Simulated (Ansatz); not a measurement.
# Zr (P6_3/mmc) in Ansatz: further runs

Runs on Zr. Level: PBE. Tasks: single point, equation of state.

Everything below comes from runs of Ansatz 0.2.0. Logs are shortened: lines on timing, memory, paths and dates and some standing lists are left out, and cuts for length are marked.

### Step 1. The structure

Symmetry: P6_3/mmc, No. 194, hexagonal system. Conventional cell: a = 3.232 Å, b = 3.232 Å, c = 5.147 Å, α = 90.00°, β = 90.00°, γ = 120.00°. Zr (site symmetry -6m2) has 12 Zr at 3.18 to 3.23 Å as nearest neighbours.

### Step 2. Single point, PBE, 21.88 Å³/atom (volume scaled by 0.94)

input.yaml

```yaml
crystal:
  lattice:
    - [3.1660223034, 0.0, 0.0]
    - [-1.5830111517, 2.7418557436, 0.0]
    - [0.0, 0.0, 5.0419297016]
  atoms:
    - { symbol: Zr, position: [0.6666666667, 0.3333333333, 0.75] }
    - { symbol: Zr, position: [0.3333333333, 0.6666666667, 0.25] }
hamiltonian:
  xc: pbe
  pseudopotentials: { kind: paw }
kpoints:
  mp_grid: { grid: [9, 9, 5] }
scf:
  occupations: { method: fermi_dirac, width: 0.05 }
output:
  forces: true
  stress: true
  eigenvalues: true
```

Potentials or basis: Ansatz PAW.

The run is started by

```console
ansatz run input.yaml --threads 2 --pin off --max-ram 5632MiB --backend cpu --events-out ev --progress --plain --runs-dir out
```

What it wrote:

```text
Warning: RAYON_NUM_THREADS=2 ignored (pool sized by the plan → 2); use --threads N
Engine: ansatz 0.2.0, x86_64-unknown-linux-gnu
Pseudopotentials: kind: paw
Pseudopotential: Zr, paw, valence charge 12, recommended cutoff 420 eV (normal), Zr.paw.azcp
Functional definition: PBE
  parameter kappa = 0.804
  parameter beta = 0.06672455060314922
  exchange = pbe_x(kappa = kappa, mu = beta*pi^2/3)
  correlation = pbe_c(beta = beta)
Crystal: 2 atoms, lattice volume = 43.768 Å³
Basis set: ecut = 420 eV, 845 PW (Γ), exchange–correlation on 48×48×72 points (8 copies of the dense FFT grid, shifted against one another)
Bands: 16, of which v1, the nominal top of the filled ones, is band 12 counted from 1 (11 counted from 0)
Symmetry: 24 space group operations
Space group: P63/mmc (ITA 194), of the structure as read, at distance tolerance 3.5e-5 Å
k-points: 36 of 405
Non-local potential: Zr, projectors of the file, l = 0: 3, l = 1: 2, l = 2: 2, l = 3: 2
PAW form: soft (Blöchl's): semilocal exchange-correlation on the pseudo side does not see the compensation charge
PAW one-centre angular grid: Zr, 590 points (default); XC on 64 Gauss nodes
Initial density: superposition of atomic densities (neutral atoms: chi_scale 0, normalization atom), corrected by the library's trained network
Initial wavefunctions: pseudopotential atomic-orbital guess
Functional: x = pbe(κ = 0.804, μ = 0.2195149727645171), c = pbe(β = 0.06672455060314922)
SCF iter   1: F=—  HF=-8367.620677 eV  |F-HF|=—  |Δ(HF+E_count)|=         —  Δρ=3.08e-3  dr2=1.34e-3  ethr=1.77e-3  ⟨swp⟩=4.9  Hψ=2461  notcnv=0
preconditioner: auto → none  [metal: Δε(μ)=0.035 eV  Ē_g=3.313 eV  σ=0.050 eV  W_gap=0.17  n_scr=8 (ndim 8)  ℏωp=15.9 eV  f_vac=0.000  D(μ)=2.12/eV (n_scr^D=22)  sad-step TF]
SCF iter   2: F=—  HF=-8367.620664 eV  |F-HF|=—  |Δ(HF+E_count)|=   1.33e-5  Δρ=1.88e-3  dr2=5.43e-4  ethr=5.57e-6  ⟨swp⟩=2.8  Hψ=1272  notcnv=0
SCF iter   3: F=—  HF=-8367.621129 eV  |F-HF|=—  |Δ(HF+E_count)|=   4.66e-4  Δρ=3.87e-4  dr2=4.90e-5  ethr=2.26e-6  ⟨swp⟩=3.0  Hψ=1015  notcnv=0
SCF iter   4: F=—  HF=-8367.621101 eV  |F-HF|=—  |Δ(HF+E_count)|=   2.79e-5  Δρ=1.19e-4  dr2=2.99e-6  ethr=2.04e-7  ⟨swp⟩=3.0  Hψ=1011  notcnv=0
iter 5 did not close the SCF: its close was put off for the readings that it lacked (scf_convergence_deferred on its scf_iter line)
SCF iter   5: F=-8367.621101 eV  HF=-8367.621101 eV  |F-HF|=3.37e-8  |Δ(HF+E_count)|=   5.11e-7  Δρ=1.40e-5  dr2=6.34e-8  ethr=1.25e-8  ⟨swp⟩=2.1  Hψ=971  notcnv=0
SCF iter   6: F=-8367.621101 eV  HF=-8367.621101 eV  |F-HF|=3.67e-10  |Δ(HF+E_count)|=   1.67e-8  Δρ=1.49e-6  dr2=8.15e-10  ethr=2.64e-10  ⟨swp⟩=2.0  Hψ=1797  notcnv=0
SCF 1 converged in 6 iterations: F = -8367.621101 eV  dr2 = 8.15e-10
SCF converged after 6 iterations
Free energy (F): -8367.621101 eV
Harris-Foulkes:  -8367.621101 eV  (|F-HF|=3.67e-10)
Internal energy: -8367.604103 eV  (E = F + TS)
E sigma→0 (E₀):  -8367.612602 eV
Entropy (-TS):   -0.016998 eV (-8.499 meV/atom)
Fermi energy:    15.051786 eV
--- Per-component energies (eV) ---
  E_band       = -167.482377
  E_kinetic    = 669.017923
  E_local      = -1195.637478  (includes V_loc(G=0)·N_el)
  E_nonlocal   = 161.566711
  E_hartree    = 371.116919
  E_xc         = -324.279045
  E_vxc        = -383.171150  (∫ρ·V_xc dr)
  E_paw        = -5908.540227  (= ΣΔE_a)
  E_vpaw       = -161.492115  (= ΣTr[D̂ρ^β])
  E_aug_tail   = 0.000050  (compensation charges beyond the density's cutoff)
  E_ewald      = -2140.848957
  E_smearing   = -0.016998  (= −TS)
  E_closure    = 0.000000  (closes the sum)
  Σ components = -8367.621101   (vs F -8367.621101, Δ=0.00e0)
--- Forces (eV/Å), atoms counted from 1 ---
  atom   1  Zr     0.00000000     0.00000000    -0.00000000
  atom   2  Zr    -0.00000000    -0.00000000     0.00000000
  max |Σ_I F_I| component: 1.85e-17 eV/Å
--- Stress (GPa, compression-positive) ---
        6.540027       0.000000       0.000000
        0.000000       6.540027       0.000000
        0.000000       0.000000       8.013809
  P = ⅓ Tr σ = 7.0313 GPa (70.313 kbar)
--- Band table (eV; the first three rows and the last of 36) ---
  k-point 0: bands = ["-33.6718", "-33.4717", "-12.3202", "-11.2689", "-11.2689", "-11.0987", "-11.0987", "-11.0943", "9.2913", "11.8375", "15.9033", "15.9033", "16.0739", "16.4665", "16.6592", "16.6592"]
  k-point 1: bands = ["-33.6531", "-33.4912", "-12.2110", "-11.2529", "-11.2529", "-11.2205", "-11.1152", "-11.1152", "9.6443", "11.8333", "15.7571", "15.7571", "15.8059", "15.8576", "16.4067", "16.4067"]
  k-point 2: bands = ["-33.6036", "-33.5418", "-11.9182", "-11.5406", "-11.2106", "-11.2106", "-11.1580", "-11.1580", "10.5555", "11.5007", "15.1050", "15.2568", "15.7114", "15.7114", "15.9668", "15.9668"]
  k-point 35: bands = ["-33.4489", "-33.4489", "-12.0279", "-12.0279", "-11.8249", "-11.7032", "-11.3069", "-11.3069", "13.4485", "13.5027", "13.5027", "13.8275", "15.0862", "15.0862", "16.9460", "17.6103"]
```

Wall time 1.9 s (2 threads of AMD EPYC, shared host); peak memory 0.37 GiB.

Results:

```
Free energy            : -8367.6211 eV
Pressure               : 7.0 GPa
Band gap on the k mesh : none (metal or under the smearing width)
```

### Step 3. Single point, PBE, 22.35 Å³/atom (volume scaled by 0.96)

Edit input.yaml of step 2 so:

```diff
@@ -2,5 +2,5 @@
   lattice:
-    - [3.1660223034, 0.0, 0.0]
-    - [-1.5830111517, 2.7418557436, 0.0]
-    - [0.0, 0.0, 5.0419297016]
+    - [3.1883189697, 0.0, 0.0]
+    - [-1.5941594848, 2.7611652231, 0.0]
+    - [0.0, 0.0, 5.0774374186]
   atoms:
```

Potentials or basis: Ansatz PAW.

The run is started by

```console
ansatz run input.yaml --threads 2 --pin off --max-ram 5632MiB --backend cpu --events-out ev --progress --plain --runs-dir out
```

Run time: 2.4 s. Hardware: 2 threads of AMD EPYC, shared host; peak memory 0.37 GiB.

It converged, with:

- Free energy: -8367.6550 eV
- Pressure: 4.7 GPa
- Band gap on the k mesh: none (metal or under the smearing width)

### Step 4. Single point, PBE, 22.82 Å³/atom (volume scaled by 0.98)

Edit input.yaml of step 3 so:

```diff
@@ -2,5 +2,5 @@
   lattice:
-    - [3.1883189697, 0.0, 0.0]
-    - [-1.5941594848, 2.7611652231, 0.0]
-    - [0.0, 0.0, 5.0774374186]
+    - [3.2103080712, 0.0, 0.0]
+    - [-1.6051540356, 2.7802083436, 0.0]
+    - [0.0, 0.0, 5.112455335]
   atoms:
```

The run is started by

```console
ansatz run input.yaml --threads 2 --pin off --max-ram 5632MiB --backend cpu --events-out ev --progress --plain --runs-dir out
```

Run time: 2.6 s. Hardware: 2 threads of AMD EPYC, shared host; peak memory 0.37 GiB.

It converged, with:

| Quantity | Value |
| --- | --- |
| Free energy | -8367.6756 eV |
| Pressure | 2.5 GPa |
| Band gap on the k mesh | none (metal or under the smearing width) |

### Step 5. Single point, PBE, 23.28 Å³/atom

Edit input.yaml of step 4 so:

```diff
@@ -2,5 +2,5 @@
   lattice:
-    - [3.2103080712, 0.0, 0.0]
-    - [-1.6051540356, 2.7802083436, 0.0]
-    - [0.0, 0.0, 5.112455335]
+    - [3.232, 0.0, 0.0]
+    - [-1.616, 2.798994105, 0.0]
+    - [0.0, 0.0, 5.147]
   atoms:
```

The run is started by

```console
ansatz run input.yaml --threads 2 --pin off --max-ram 5632MiB --backend cpu --events-out ev --progress --plain --runs-dir out
```

Run time: 2.9 s. Hardware: 2 threads of AMD EPYC, shared host; peak memory 0.37 GiB.

It converged, with:

| Quantity | Value |
| --- | --- |
| Free energy | -8367.6841 eV |
| Pressure | 0.5 GPa |
| Band gap on the k mesh | none (metal or under the smearing width) |

### Step 6. Single point, PBE, 23.75 Å³/atom (volume scaled by 1.02)

Edit input.yaml of step 5 so:

```diff
@@ -2,5 +2,5 @@
   lattice:
-    - [3.232, 0.0, 0.0]
-    - [-1.616, 2.798994105, 0.0]
-    - [0.0, 0.0, 5.147]
+    - [3.2534045973, 0.0, 0.0]
+    - [-1.6267022986, 2.81753103, 0.0]
+    - [0.0, 0.0, 5.1810870861]
   atoms:
```

Potentials or basis: Ansatz PAW.

The run is started by

```console
ansatz run input.yaml --threads 2 --pin off --max-ram 5632MiB --backend cpu --events-out ev --progress --plain --runs-dir out
```

Wall time 2.6 s (2 threads of AMD EPYC, shared host); peak memory 0.37 GiB.

Results (log left out):

| Quantity | Value |
| --- | --- |
| Free energy | -8367.6815 eV |
| Pressure | -1.4 GPa |
| Band gap on the k mesh | none (metal or under the smearing width) |

### Step 7. Single point, PBE, 24.21 Å³/atom (volume scaled by 1.04)

Edit input.yaml of step 6 so:

```diff
@@ -2,5 +2,5 @@
   lattice:
-    - [3.2534045973, 0.0, 0.0]
-    - [-1.6267022986, 2.81753103, 0.0]
-    - [0.0, 0.0, 5.1810870861]
+    - [3.2745311931, 0.0, 0.0]
+    - [-1.6372655966, 2.8358271987, 0.0]
+    - [0.0, 0.0, 5.2147314515]
   atoms:
```

The run is started by

```console
ansatz run input.yaml --threads 2 --pin off --max-ram 5632MiB --backend cpu --events-out ev --progress --plain --runs-dir out
```

It took 2.3 s on 2 threads of AMD EPYC, shared host; peak memory 0.38 GiB.

The run converged. Its results:

| Item | Value |
| --- | --- |
| Free energy | -8367.6686 eV |
| Pressure | -3.1 GPa |
| Band gap on the k mesh | none (metal or under the smearing width) |

### Step 8. Single point, PBE, 24.68 Å³/atom (volume scaled by 1.06)

Edit input.yaml of step 7 so:

```diff
@@ -2,5 +2,5 @@
   lattice:
-    - [3.2745311931, 0.0, 0.0]
-    - [-1.6372655966, 2.8358271987, 0.0]
-    - [0.0, 0.0, 5.2147314515]
+    - [3.2953886421, 0.0, 0.0]
+    - [-1.647694321, 2.8538902793, 0.0]
+    - [0.0, 0.0, 5.247947197]
   atoms:
@@ -19 +19,5 @@
   eigenvalues: true
+  write_density: true
+  write_potential: true
+  elf: true
+  volumetric_format: npy
```

The run is started by

```console
ansatz run input.yaml --threads 2 --pin off --max-ram 5632MiB --backend cpu --events-out ev --progress --plain --runs-dir out
```

It took 3.9 s on 2 threads of AMD EPYC, shared host; peak memory 0.39 GiB.

Results (log left out):

| Property | Result |
| --- | --- |
| Free energy | -8367.6462 eV |
| Pressure | -4.6 GPa |
| Band gap on the k mesh | none (metal or under the smearing width) |

### Step 9. Equation of state, PBE

Potentials or basis: Ansatz PAW.

This step only gathers the single runs of the series.

Results:

- Equilibrium volume: 23.40 Å³/atom
- Bulk modulus at fixed shape and positions: 94 GPa
- Pressure derivative of the bulk modulus: 3.2

Energy against volume, from the lowest point:
```csv
volume (Å³/atom),energy (meV/atom)
21.884,31.52
22.350,14.58
22.815,4.25
23.281,0.00
23.746,1.32
24.212,7.78
24.678,18.95
```

Caveat: the cell was scaled at fixed shape and fractional positions, which overstates the stiffness of a crystal with free parameters, most of all of layers and chains.
